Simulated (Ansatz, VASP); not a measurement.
# Al in VASP and in Ansatz

```
Al
1.0
     0.00000    2.01996    2.01996
     2.01996    0.00000    2.01996
     2.01996    2.01996    0.00000
Al
1
Direct
  0.00000 0.00000 0.00000
```

Alike in both runs: task single point; functional PBE; k mesh 13 × 13 × 13; occupations methfessel-paxton of order 1, width 0.2 eV; no spin polarisation.

|  | VASP | Ansatz |
| --- | --- | --- |
| version | VASP 6.6.1 | Ansatz 0.2.0 |
| potentials or method | VASP PAW PBE potentials, release 64 (Al) | plane waves (420 eV) with PAW, scalar-relativistic |
| plane-wave cutoff (eV) | 520 | 420 |
| valence electrons in the cell | 3 | 3 |

```tsv
	VASP	Ansatz	Ansatz less VASP
pressure (GPa)	-0.1	-0.1	+0.04
```
